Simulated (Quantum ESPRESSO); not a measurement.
Input of a Quantum ESPRESSO 7.5 run:

pw.in

```
&CONTROL
  calculation = 'vc-relax'
  prefix = 'pwscf'
  outdir = './tmp'
  pseudo_dir = './pseudo'
  tprnfor = .true.
  tstress = .true.
  disk_io = 'low'
  nstep = 40
  forc_conv_thr = 0.0004
  etot_conv_thr = 1d-05
/
&SYSTEM
  ibrav = 0
  A = 2.83632511
  nat = 2
  ntyp = 2
  ecutwfc = 63
  ecutrho = 506
  nbnd = 15
  occupations = 'smearing'
  smearing = 'fd'
  degauss = 0.00367493
/
&ELECTRONS
  conv_thr = 4d-10
  electron_maxstep = 120
  mixing_beta = 0.5
/
&IONS
  ion_dynamics = 'bfgs'
/
&CELL
  cell_dynamics = 'bfgs'
  press = 0
  press_conv_thr = 0.3
/
ATOMIC_SPECIES
Cu    63.5460 Cu.paw.z_11.ld1.psl.v1.0.0-low.upf
O     15.9990 O.pbe-n-kjpaw_psl.0.1.UPF
CELL_PARAMETERS alat
   1.0000000000    0.0000000000    0.0000000000
  -0.4999999982    0.8660254043    0.0000000000
   0.0000000000    0.0000000000    0.9759504544
ATOMIC_POSITIONS alat
Cu     0.0000000000    0.0000000000    0.0000000000
O      0.5000000006    0.2886751348    0.4879752272
K_POINTS automatic
11 11 10 0 0 0
```

Potentials or basis: SSSP 1.3 efficiency PBE.

Command:

```console
$ OMP_NUM_THREADS=1 pw.x -in pw.in > pw.out
```

Problem. What does it give for the band gap on the k mesh?

Solution. None (metal or under the smearing width).

Problem. Estimate the relaxed volume.

Solution. 9.67 Å³/atom.

Final structure:
```xyz
2
Lattice="2.8831 0.0000 0.0000 -1.4416 2.4968 0.0000 0.0000 0.0000 2.6872" Properties=species:S:1:pos:R:3 pbc="T T T"
Cu    0.0000    0.0000    0.0000
O     1.4416    0.8323    1.3436
```

Caveat: an odd number of electrons without spin polarisation forces a metal; a magnetic or distorted state may lie lower; the run has no spin polarisation, though such a crystal can be magnetic; semilocal functionals often make such compounds metallic where correlation or magnetic order opens a gap, which also shifts bond lengths. With open d or f shells a metallic result of PBE can be an artefact of self-interaction; +U or a hybrid may open a gap.
